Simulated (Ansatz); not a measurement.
# C (R-3m) in Ansatz: notebook

One crystal, C, is run at these levels: HSE06 form with a typed share of exact exchange; tasks: single point.

All numbers are computed with Ansatz 0.2.0; they aren't measurements. Logs are shortened: lines on timing, memory, paths and dates and some standing lists are left out, and cuts for length are marked.

## 1. The crystal as given

Symmetry: R-3m, No. 166, trigonal system. Conventional cell: a = 2.466 Å, b = 2.466 Å, c = 24.848 Å, α = 90.00°, β = 90.00°, γ = 120.00°. Around C (site symmetry 3m) lie 3 C at 1.42 Å. C (site symmetry 3m) has 3 C at 1.42 Å as nearest neighbours.

This isn't the form of C at room conditions, which is graphite.

## 2. Single point, HSE06 form with a typed share of exact exchange

File input.yaml:

```yaml
crystal:
  lattice:
    - [1.2331880975, 0.7119814801, 8.2826151019]
    - [-1.2331880975, 0.7119814801, 8.2826151019]
    - [0.0, -1.4239629601, 8.2826151019]
  atoms:
    - { symbol: C, position: [0.08717308, 0.08717308, 0.08717308] }
    - { symbol: C, position: [0.75385006, 0.75385006, 0.75385006] }
    - { symbol: C, position: [0.24614994, 0.24614994, 0.24614994] }
    - { symbol: C, position: [0.91282692, 0.91282692, 0.91282692] }
hamiltonian:
  xc: { exchange: pbe, correlation: pbe, exx: { coeff: 0.4, omega: 0.2 } }
  pseudopotentials: { kind: paw }
kpoints:
  mp_grid: { grid: [6, 6, 6] }
scf:
  occupations: { method: fermi_dirac, width: 0.05 }
output:
  forces: true
  stress: true
  eigenvalues: true
  write_density: true
  write_potential: true
  elf: true
  volumetric_format: npy
```

Potentials or basis: Ansatz PAW.

Run with:

```console
> ansatz run input.yaml --threads 2 --pin off --max-ram 5632MiB --backend cpu --events-out ev --progress --plain --runs-dir out
```

What it wrote:

```text
Warning: output.stress: scf.convergence.dr2_threshold = 1e-7 eV (the SCF's general default) is looser than the 4e-10 eV advised for a printed stress (1e-10 eV for each atom of the cell: 4). What an SCF threshold leaves in a stress goes as its square root, and in the free energy as the threshold itself, and one threshold admits the most on a small cell: of the crystals measured, under no hybrid functional and no lock of the moments, on runs that ended without the residual-converged pass, on stresses that held no estimate of that error, the worst erred by over 100 MPa in a component at 1e-7 eV an atom and by under 5 at 1e-10. Set scf.convergence.dr2_threshold to 4e-10 eV or tighter. The threshold is an SCF's pass mark: one that does not reach it within its budget of iterations ends unconverged, or closes short of it on a stop that the run arms, and scf.convergence.dr2_threshold's page says what that costs each kind of run
Warning: output.stress: scf.exx.energy_threshold = 1e-6 eV is looser than the 4e-8 eV advised for a stress under a hybrid functional (1e-8 eV for each atom of the cell: 4). Every SCF of the exchange loop can meet its threshold on dr2 while the loop round them stops early: no threshold on dr2 bounds what that leaves in the stress. Set scf.exx.energy_threshold to 4e-8 eV or tighter. The threshold is the loop's pass mark: a loop that does not reach it within its budget of cycles ends unconverged, and scf.exx.energy_threshold's page has the law
Warning: RAYON_NUM_THREADS=2 ignored (pool sized by the plan → 2); use --threads N
basis.fft_grid_basis auto: the FFT boxes are laid along the combinations [[1, -1, 0], [0, 1, 0], [0, -1, 1]] of the cell's own vectors, 2.466, 8.404 and 2.466 Å long. The dense box has 18×60×18 points. Along the cell's own vectors, as sized, it would have 60×60×60, 11.11 times as many. Of the 12 symmetry operations that the crystal satisfies within crystal.symmetry.tolerance (time reversal apart; of a slab, those that keep its plane) the dense box along the cell's own vectors carries 12, and the one as laid loses 8 of those. basis.fft_grid_basis: typed keeps the cell's own vectors: state it where this run's energies or levels are differenced outside the engine with another run's, or held beside a run that keeps those vectors. Those combinations have planes normal to reciprocal vector 3, as the cell's own vectors have. Each planar average written beside output.write_density, output.write_potential has a row for each plane of the box: 18. The volumetric files lie along those combinations, not along the cell's own vectors: a cube or XSF file states them, and fields.json those of NumPy files.
Engine: ansatz 0.2.0, aarch64-unknown-linux-gnu
Pseudopotentials: kind: paw
Pseudopotential: C, paw, valence charge 4, recommended cutoff 420 eV (normal), C.paw.azcp
Functional definition: unnamed
  parameter a_1 = 0.4
  parameter omega_1 = 0.2/angstrom
  exchange = pbe_x + (-a_1)*pbe_x_sr(omega_1) + a_1*exact_x_sr(omega_1)
  correlation = pbe_c
Crystal: 4 atoms, lattice volume = 43.633 Å³
Basis set: ecut = 420 eV, 819 PW (Γ), FFT grids on a1−a2, a2, −a2+a3, exchange–correlation on 36×120×36 points (8 copies of the dense FFT grid, shifted against one another)
Bands: 12, of which v1, the nominal top of the filled ones, is band 8 counted from 1 (7 counted from 0)
Symmetry: 12 space group operations
Space group: R-3m (ITA 166), of the structure as read, at distance tolerance 3.5e-5 Å
k-points: 32 of 216
Non-local potential: C, projectors of the file, l = 0: 2, l = 1: 2, l = 2: 1
PAW form: soft (Blöchl's): semilocal exchange-correlation on the pseudo side does not see the compensation charge
PAW frozen core: C, regenerated for the run's functional, and the local potential with it (the file was generated under x = pbe(κ = 0.804, μ = 0.2195149727645171), c = pbe(β = 0.06672455060314922))
PAW one-centre angular grid: C, 110 points (default); XC on 64 Gauss nodes
Initial density: superposition of atomic densities (neutral atoms: chi_scale 0, normalization atom), corrected by the library's trained network
Initial wavefunctions: pseudopotential atomic-orbital guess
[... 51 lines left out ...]
preconditioner: auto → none  [insulator: Δε(μ)=0.302 eV  Ē_g=18.689 eV  σ=0.050 eV  W_gap=0.91  n_scr=6 (ndim 8)  ℏωp=22.5 eV  f_vac=0.207  D(μ)=0.24/eV (n_scr^D=2)]
SCF iter   2: F=—  HF=-1003.709308 eV  |F-HF|=—  |Δ(HF+E_count)|=  4.17e-10  Δρ=4.25e-6  dr2=2.09e-9  ethr=4.76e-11  ⟨swp⟩=3.5  Hψ=821  notcnv=0  defer=15
SCF iter   3: F=-1003.709308 eV  HF=-1003.709308 eV  |F-HF|=5.37e-11  |Δ(HF+E_count)|=  9.27e-10  Δρ=3.22e-7  dr2=7.87e-11  ethr=1.28e-11  ⟨swp⟩=3.0  Hψ=726  notcnv=0  defer=24
SCF 4 converged in 3 iterations: F = -1003.709308 eV  dr2 = 7.87e-11
  Residual-converged pass: ⟨swp⟩=3.1  Hψ=900  notcnv=0  max |occ|·‖R‖ = 2.7e-7 eV (tolerance 2.7e-7 eV)  dr2=8.36e-11  dr2_onsite=8.07e-13  max |Δocc| = 4.2e-13
hybrid outer 3: dexx = +6.250e-9 eV, tail = 3.54e-10 eV, Δε = 1.01e-4 eV (about 8.11e-6 eV left of the loop's levels), ΔF = 8.13e-5 eV/Å (tail 1.08e-4)
at 2 of the mixer's solves, all of them in the SCFs whose states led to this one, it left a direction of its history that read negative out of its fit and stepped the other way along it
hybrid SCF converged: 3 outer / 21 inner (+8 warm-up), last move |dexx| = 6.25e-9 eV, tail = 3.54e-10 eV
Stability not checked: this state was not tested for a lower state beside it, because the functional holds exact exchange (a hybrid, or Hartree-Fock), whose exchange loop this test does not read (fock_operator; see scf.lower_state_search)
Free energy (F): -1003.709308 eV
Frozen-core exchange: fock
Harris-Foulkes:  -1003.709308 eV  (|F-HF|=5.37e-11)
Internal energy: -1003.706639 eV  (E = F + TS)
E sigma→0 (E₀):  -1003.707973 eV
Entropy (-TS):   -0.002668 eV (-0.667 meV/atom)
Fermi energy:    4.800012 eV
--- Per-component energies (eV) ---
  E_band       = -107.307270
  E_kinetic    = 361.067648
  E_local      = -866.595315  (includes V_loc(G=0)·N_el)
  E_nonlocal   = 105.888878
  E_hartree    = 296.292719
  E_xc         = -132.745133
  E_vxc        = -161.352958  (∫ρ·V_xc dr)
  E_exx        = -57.752648  (= α·E_x^exact, valence–valence)
  E_paw        = -397.948947  (= ΣΔE_a)
  E_vpaw       = -23.395559  (= ΣTr[D̂ρ^β])
  E_aug_tail   = 0.000027  (compensation charges beyond the density's cutoff)
  E_ewald      = -311.804584
  E_core_change = -0.109287  (= ΣΔE_core)
  E_smearing   = -0.002668  (= −TS)
  E_closure    = 0.000001  (closes the sum)
  Σ components = -1003.709308   (vs F -1003.709308, Δ=-1.14e-13)
--- Forces (eV/Å), atoms counted from 1 ---
  atom   1  C      0.00000000     0.00000000     0.01920962
  atom   2  C     -0.00000000     0.00000000     0.01323358
  atom   3  C      0.00000000    -0.00000000    -0.01323358
  atom   4  C     -0.00000000    -0.00000000    -0.01920962
  max |Σ_I F_I| component: 6.31e-30 eV/Å
--- Stress (GPa, compression-positive) ---
      -10.550142      -0.000000      -0.000000
       -0.000000     -10.550142       0.000000
       -0.000000       0.000000      -0.653491
  P = ⅓ Tr σ = -7.2513 GPa (-72.513 kbar)
--- Band table (eV; the first three rows and the last of 32) ---
  k-point 0: bands = ["-18.8412", "-18.7839", "-5.1588", "-4.4781", "0.1347", "0.1347", "0.1383", "0.1383", "8.4574", "12.4111", "14.5897", "14.5897"]
  k-point 1: bands = ["-18.0914", "-18.0374", "-4.2130", "-3.5552", "-2.4629", "-2.4551", "-1.1252", "-1.1215", "9.3572", "13.1401", "14.4947", "14.5054"]
  k-point 2: bands = ["-15.8785", "-15.8333", "-7.4149", "-7.3964", "-2.9604", "-2.9563", "-1.4670", "-0.8939", "10.7961", "11.1853", "12.0566", "13.7738"]
  k-point 31: bands = ["-18.8250", "-18.8003", "-4.9359", "-4.7285", "0.1342", "0.1342", "0.1383", "0.1383", "9.7426", "10.1996", "14.5870", "14.5870"]
```

Run time: 31 s. Hardware: 2 threads of Arm Neoverse V1, shared host; peak memory 1.1 GiB.

Results:

| Property | Result |
| --- | --- |
| Free energy | -1003.7093 eV |
| Pressure | -7.3 GPa |
| Largest force | 0.019 eV/Å |
| Band gap on the k mesh | 0.30 eV, direct |

Forces in eV/Å, atoms in the order of the input:
```
C    0.000  0.000  0.019
C    0.000  0.000  0.013
C    0.000  0.000 -0.013
C    0.000  0.000 -0.019
```

Caveat: the k mesh is coarse (spacing up to 0.49 Å⁻¹), so the values aren't converged, least of all with exact exchange; the pressure holds a Pulay correction of +0.3 GPa for the finite cutoff; the PAW data sets come from PBE, with cores solved anew for the run's functional, which leaves a small shift of forces and pressure; the thresholds are loose for stress.

## 3. Single point, HSE06 form with a typed share of exact exchange

input.yaml: that of step 2 with these lines changed.

```diff
@@ -11,3 +11,3 @@
 hamiltonian:
-  xc: { exchange: pbe, correlation: pbe, exx: { coeff: 0.4, omega: 0.2 } }
+  xc: { exchange: pbe, correlation: pbe, exx: { coeff: 0.5, omega: 0.2 } }
   pseudopotentials: { kind: paw }
@@ -21,5 +21 @@
   eigenvalues: true
-  write_density: true
-  write_potential: true
-  elf: true
-  volumetric_format: npy
```

Potentials or basis: Ansatz PAW.

Run with:

```console
> ansatz run input.yaml --threads 2 --pin off --max-ram 5632MiB --backend cpu --events-out ev --progress --plain --runs-dir out
```

What it wrote:

```text
Warning: output.stress: scf.convergence.dr2_threshold = 1e-7 eV (the SCF's general default) is looser than the 4e-10 eV advised for a printed stress (1e-10 eV for each atom of the cell: 4). What an SCF threshold leaves in a stress goes as its square root, and in the free energy as the threshold itself, and one threshold admits the most on a small cell: of the crystals measured, under no hybrid functional and no lock of the moments, on runs that ended without the residual-converged pass, on stresses that held no estimate of that error, the worst erred by over 100 MPa in a component at 1e-7 eV an atom and by under 5 at 1e-10. Set scf.convergence.dr2_threshold to 4e-10 eV or tighter. The threshold is an SCF's pass mark: one that does not reach it within its budget of iterations ends unconverged, or closes short of it on a stop that the run arms, and scf.convergence.dr2_threshold's page says what that costs each kind of run
Warning: output.stress: scf.exx.energy_threshold = 1e-6 eV is looser than the 4e-8 eV advised for a stress under a hybrid functional (1e-8 eV for each atom of the cell: 4). Every SCF of the exchange loop can meet its threshold on dr2 while the loop round them stops early: no threshold on dr2 bounds what that leaves in the stress. Set scf.exx.energy_threshold to 4e-8 eV or tighter. The threshold is the loop's pass mark: a loop that does not reach it within its budget of cycles ends unconverged, and scf.exx.energy_threshold's page has the law
Warning: RAYON_NUM_THREADS=2 ignored (pool sized by the plan → 2); use --threads N
basis.fft_grid_basis auto: the FFT boxes are laid along the combinations [[1, 0, -1], [0, 1, -1], [0, 0, 1]] of the cell's own vectors, 2.466, 2.466 and 8.404 Å long. The dense box has 18×18×60 points. Along the cell's own vectors, as sized, it would have 60×60×60, 11.11 times as many. Of the 12 symmetry operations that the crystal satisfies within crystal.symmetry.tolerance (time reversal apart; of a slab, those that keep its plane) the dense box along the cell's own vectors carries 12, and the one as laid loses 8 of those. basis.fft_grid_basis: typed keeps the cell's own vectors: state it where this run's energies or levels are differenced outside the engine with another run's, or held beside a run that keeps those vectors.
[... 4 set-up lines as earlier in the session ...]
  parameter a_1 = 0.5
[... 3 set-up lines as earlier in the session ...]
Crystal: 4 atoms, lattice volume = 43.633 Å³
Basis set: ecut = 420 eV, 819 PW (Γ), FFT grids on a1−a3, a2−a3, a3, exchange–correlation on 36×36×120 points (8 copies of the dense FFT grid, shifted against one another)
Bands: 12, of which v1, the nominal top of the filled ones, is band 8 counted from 1 (7 counted from 0)
[... 2 set-up lines as earlier in the session ...]
k-points: 32 of 216
[... 6 set-up lines as earlier in the session ...]
Functional: x = pbe(κ = 0.804, μ = 0.2195149727645171), c = pbe(β = 0.06672455060314922), warm-up for x = pbe(κ = 0.804, μ = 0.2195149727645171) + 0.5 (exact − pbe) at short range (hse, ω = 0.2 Å⁻¹), c = pbe(β = 0.06672455060314922)
SCF iter   1: F=—  HF=-1003.679186 eV  |F-HF|=—  |Δ(HF+E_count)|=         —  Δρ=3.82e-3  dr2=7.29e-3  ethr=1.77e-3  ⟨swp⟩=9.1  Hψ=1980  notcnv=0
preconditioner: auto → none  [insulator: Δε(μ)=0.179 eV  Ē_g=15.389 eV  σ=0.050 eV  W_gap=0.71  n_scr=6 (ndim 8)  ℏωp=22.5 eV  f_vac=0.206  D(μ)=0.75/eV (n_scr^D=4)]
SCF iter   2: F=—  HF=-1003.677794 eV  |F-HF|=—  |Δ(HF+E_count)|=   1.39e-3  Δρ=1.67e-3  dr2=7.32e-4  ethr=4.56e-5  ⟨swp⟩=3.3  Hψ=869  notcnv=0  defer=5
SCF iter   3: F=—  HF=-1003.678115 eV  |F-HF|=—  |Δ(HF+E_count)|=   3.21e-4  Δρ=4.64e-4  dr2=1.18e-4  ethr=4.58e-6  ⟨swp⟩=3.4  Hψ=935  notcnv=0  defer=1
SCF iter   4: F=—  HF=-1003.678119 eV  |F-HF|=—  |Δ(HF+E_count)|=   4.04e-6  Δρ=2.52e-4  dr2=1.68e-5  ethr=7.37e-7  ⟨swp⟩=3.0  Hψ=795  notcnv=0  defer=1
iter 5 solved again at ethr=7.12e-9 eV; its pass at ethr=1.05e-7 eV (dr2=1.14e-6 eV) is discarded
SCF iter   5: F=—  HF=-1003.678132 eV  |F-HF|=—  |Δ(HF+E_count)|=   1.25e-5  Δρ=7.83e-5  dr2=1.12e-6  ethr=7.12e-9  ⟨swp⟩=2.0  Hψ=1371  notcnv=0
SCF iter   6: F=—  HF=-1003.678134 eV  |F-HF|=—  |Δ(HF+E_count)|=   1.72e-6  Δρ=1.60e-5  dr2=3.86e-8  ethr=6.99e-9  ⟨swp⟩=3.0  Hψ=713  notcnv=0
SCF iter   7: F=—  HF=-1003.678134 eV  |F-HF|=—  |Δ(HF+E_count)|=   8.47e-8  Δρ=7.84e-6  dr2=2.15e-8  ethr=2.41e-10  ⟨swp⟩=3.2  Hψ=897  notcnv=0
[... 69 lines left out ...]
SCF 5 converged in 8 iterations: F = -1003.752910 eV  dr2 = 4.74e-12
  Residual-converged pass: ⟨swp⟩=4.0  Hψ=999  notcnv=0  max |occ|·‖R‖ = 9.7e-9 eV (tolerance 1.0e-8 eV)  dr2=4.60e-12  dr2_onsite=1.12e-14  max |Δocc| = 2.6e-14
hybrid outer 4: dexx = +3.675e-6 eV, tail = 3.88e-8 eV, Δε = 4.45e-4 eV (about 1.05e-3 eV left of the loop's levels), ΔF = 1.13e-4 eV/Å (tail 4.26e-3)
Exchange kernel: α = 0.5000, screened, ω = 0.2000 Å⁻¹, Wigner–Seitz truncation, v(0) = 1105.1306 eV·Å³, q-mesh 6×6×6, nearest image of the exchange supercell L = 14.80 Å, pair-density grid 15×15×60, without the augmentation charges, whose exchange is taken in its separable form by FFT convolution over the k-point mesh (the finest that the files' search goes to), smooth part of the exact exchange by density-matrix convolution
Frozen-core exchange: fock
SCF iter   1: F=—  HF=-1003.752910 eV  |F-HF|=—  |Δ(HF+E_count)|=         —  Δρ=2.54e-7  dr2=1.56e-11  ethr=5.90e-12  ⟨swp⟩=7.6  Hψ=1352  notcnv=0
SCF iter   2: F=—  HF=-1003.752910 eV  |F-HF|=—  |Δ(HF+E_count)|=  2.73e-12  Δρ=1.40e-7  dr2=6.38e-12  ethr=1.00e-12  ⟨swp⟩=2.0  Hψ=644  notcnv=0
SCF iter   3: F=—  HF=-1003.752910 eV  |F-HF|=—  |Δ(HF+E_count)|=  3.41e-13  Δρ=8.91e-8  dr2=4.24e-12  ethr=1.00e-12  ⟨swp⟩=2.0  Hψ=644  notcnv=0
SCF iter   4: F=-1003.752910 eV  HF=-1003.752910 eV  |F-HF|=2.27e-13  |Δ(HF+E_count)|=  2.50e-12  Δρ=4.31e-8  dr2=1.10e-12  ethr=1.00e-12  ⟨swp⟩=2.0  Hψ=644  notcnv=0
SCF 6 converged in 4 iterations: F = -1003.752910 eV  dr2 = 1.10e-12
  Residual-converged pass: ⟨swp⟩=3.8  Hψ=950  notcnv=0  max |occ|·‖R‖ = 7.9e-9 eV (tolerance 1.0e-8 eV)  dr2=1.09e-12  dr2_onsite=1.01e-14  max |Δocc| = 2.1e-14
hybrid outer 5: dexx = +2.165e-11 eV, tail = 1.23e-10 eV, Δε = 3.39e-6 eV (about 2.45e-5 eV left of the loop's levels), ΔF = 7.00e-6 eV/Å (tail 2.16e-4)
at 2 of the mixer's solves, all of them in the SCFs whose states led to this one, it left a direction of its history that read negative out of its fit and stepped the other way along it
hybrid SCF converged: 5 outer / 44 inner (+8 warm-up), last move |dexx| = 2.16e-11 eV, tail = 1.23e-10 eV
Stability not checked: this state was not tested for a lower state beside it, because the functional holds exact exchange (a hybrid, or Hartree-Fock), whose exchange loop this test does not read (fock_operator; see scf.lower_state_search)
Free energy (F): -1003.752910 eV
Frozen-core exchange: fock
Harris-Foulkes:  -1003.752910 eV  (|F-HF|=2.27e-13)
Internal energy: -1003.750874 eV  (E = F + TS)
E sigma→0 (E₀):  -1003.751892 eV
Entropy (-TS):   -0.002036 eV (-0.509 meV/atom)
Fermi energy:    4.784047 eV
--- Per-component energies (eV) ---
  E_band       = -117.045998
  E_kinetic    = 360.549605
  E_local      = -864.804076  (includes V_loc(G=0)·N_el)
  E_nonlocal   = 105.120411
  E_hartree    = 295.665325
  E_xc         = -117.974403
  E_vxc        = -142.314013  (∫ρ·V_xc dr)
  E_exx        = -72.201819  (= α·E_x^exact, valence–valence)
  E_paw        = -398.165520  (= ΣΔE_a)
  E_vpaw       = -22.524964  (= ΣTr[D̂ρ^β])
  E_aug_tail   = 0.000027  (compensation charges beyond the density's cutoff)
  E_ewald      = -311.804584
  E_core_change = -0.135841  (= ΣΔE_core)
  E_smearing   = -0.002036  (= −TS)
  E_closure    = 0.000000  (closes the sum)
  Σ components = -1003.752910   (vs F -1003.752910, Δ=0.00e0)
--- Forces (eV/Å), atoms counted from 1 ---
  atom   1  C      0.00000000     0.00000000     0.02214653
  atom   2  C     -0.00000000     0.00000000     0.01563081
  atom   3  C      0.00000000    -0.00000000    -0.01563081
  atom   4  C     -0.00000000    -0.00000000    -0.02214653
  max |Σ_I F_I| component: 6.31e-30 eV/Å
--- Stress (GPa, compression-positive) ---
      -13.162225      -0.000000      -0.000000
       -0.000000     -13.162225       0.000000
       -0.000000       0.000000      -0.760776
  P = ⅓ Tr σ = -9.0284 GPa (-90.284 kbar)
--- Band table (eV; the first three rows and the last of 32) ---
  k-point 0: bands = ["-19.8811", "-19.8227", "-5.6820", "-4.9841", "-0.2971", "-0.2971", "-0.2934", "-0.2934", "8.5626", "12.5925", "14.9453", "14.9453"]
  k-point 1: bands = ["-19.1078", "-19.0527", "-4.6977", "-4.0212", "-2.9671", "-2.9591", "-1.5864", "-1.5826", "9.4694", "13.3271", "14.8246", "14.8341"]
  k-point 2: bands = ["-16.8251", "-16.7788", "-8.0751", "-8.0561", "-3.4732", "-3.4690", "-1.8308", "-1.2364", "11.0784", "11.4942", "12.1974", "14.0733"]
  k-point 31: bands = ["-19.8647", "-19.8393", "-5.4543", "-5.2391", "-0.2976", "-0.2976", "-0.2934", "-0.2934", "9.8744", "10.3335", "14.9424", "14.9424"]
```

It took 37 s on 2 threads of Arm Neoverse V1, shared host; peak memory 1.1 GiB.

Results:

* Free energy: -1003.7529 eV
* Pressure: -9.0 GPa
* Largest force: 0.022 eV/Å
* Band gap on the k mesh: 0.34 eV, direct

Forces in eV/Å, atoms in the order of the input:
```
C    0.000  0.000  0.022
C    0.000  0.000  0.016
C    0.000  0.000 -0.016
C    0.000  0.000 -0.022
```

Stress tensor (GPa, compression positive):
```
-13.16   0.00   0.00
  0.00 -13.16   0.00
  0.00   0.00  -0.76
```

Caveat: the k mesh is coarse (spacing up to 0.49 Å⁻¹), so the values aren't converged, least of all with exact exchange; the PAW data sets come from PBE, with cores solved anew for the run's functional, which leaves a small shift of forces and pressure; the thresholds are loose for stress. A k mesh can miss the band edges.
